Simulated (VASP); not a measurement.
A run of VASP 6.6.1:

The input INCAR:

```
PREC = Accurate
ENCUT = 600
EDIFF = 1E-6
ISMEAR = 0
SIGMA = 0.05
LREAL = F
LASPH = T
NELM = 100
ALGO = Normal
ISIF = 3
LWAVE = F
LCHARG = F
ISPIN = 2
MAGMOM = 4 4 0 0 0 0
LORBIT = 11
LMAXMIX = 4
METAGGA = R2SCAN
LMIXTAU = T
IVDW = 13
VDW_S6 = 1.0
VDW_S8 = 0.6018749
VDW_A1 = 0.51559235
VDW_A2 = 5.77342911
IBRION = 2
NSW = 60
EDIFFG = -0.01
```

File KPOINTS:

```
regular mesh
0
Gamma
  6 6 9
```

POSCAR

```
MnO2
1.0
    4.4004184607      0.0000000000      0.0000000000
    0.0000000000      4.4004184607      0.0000000000
    0.0000000000      0.0000000000      2.8670779400
Mn O
2 4
Direct
    0.5000000000      0.5000000000      0.5000000000
    0.0000000000      0.0000000000      0.0000000000
    0.8049161500      0.1950838500      0.5000000000
    0.6950838500      0.6950838500      0.0000000000
    0.1950838500      0.8049161500      0.5000000000
    0.3049161500      0.3049161500      0.0000000000
```

Potentials or basis: VASP PAW PBE potentials, release 64 (Mn_pv, O).

Command:

```sh
$ cat potpaw_PBE.64/Mn_pv/POTCAR potpaw_PBE.64/O/POTCAR > POTCAR
$ mpirun -np 1 vasp_std > vasp.out
```

Hardware: 1 thread of Intel(R) Xeon(R) Platinum 8559C (Emerald Rapids) (shared host).

Question: Estimate the wall time of this run.

Answer: Run time: 50 min on 1 thread of Intel(R) Xeon(R) Platinum 8559C (Emerald Rapids), on a shared host, peak memory 0.35 GiB. Counts: scf iterations 88, k points 50, ion steps 11.
